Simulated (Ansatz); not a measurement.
Se, DFT, PBEsol, PAW with Ansatz's default frozen-core files, scalar-relativistic (Ansatz 0.2.0), run on 1 thread of Intel(R) Xeon(R) 6975P-C (Granite Rapids) on a shared host.

The geometry is COD entry 9008579, unchecked; take it as a test cell. The listed cell was then made from it by scaling, straining or moving an atom.

Command: `ansatz run input.yaml --threads 1 --pin off --max-ram 4096MiB --backend cpu --events-out ev --progress --plain --runs-dir out`

```yaml
crystal:
  lattice:
    - [4.3551696776, 0.0, 0.0]
    - [-2.1775848388, 3.7716875786, 0.0]
    - [0.0, 0.0, 5.048439]
  atoms:
    - { symbol: Se, position: [0.217, 0.0, 0.1666666667] }
    - { symbol: Se, position: [0.0, 0.217, 0.8333333333] }
    - { symbol: Se, position: [0.783, 0.783, 0.5] }
kpoints:
  mp_grid: { grid: [8, 8, 6] }
scf:
  occupations: { method: fermi_dirac, width: 0.02 }
hamiltonian:
  xc: pbesol
  pseudopotentials: { kind: paw }
output:
  forces: true
  stress: true
  eigenvalues: true
  efg: { contact_densities: true }
  write_density: true
  write_potential: true
  elf: true
  volumetric_format: npy
```

Q: How large is the problem that the program sets up?

A: 50 irreducible k-points, 1643 plane waves at Γ, 29 bands.

Q: About how long does it take, and how much memory does it use?

A: 7.3 s of wall time for 6 SCF iterations, with a peak of 0.43 GiB. Times on shared machines scatter by tens of per cent.

Q: And the same cell and mesh by crystal-made all-electron datasets, asked for forces, stress, eigenvalues, efg, on the same hardware?

A: 5.9 s, peak memory 0.46 GiB.
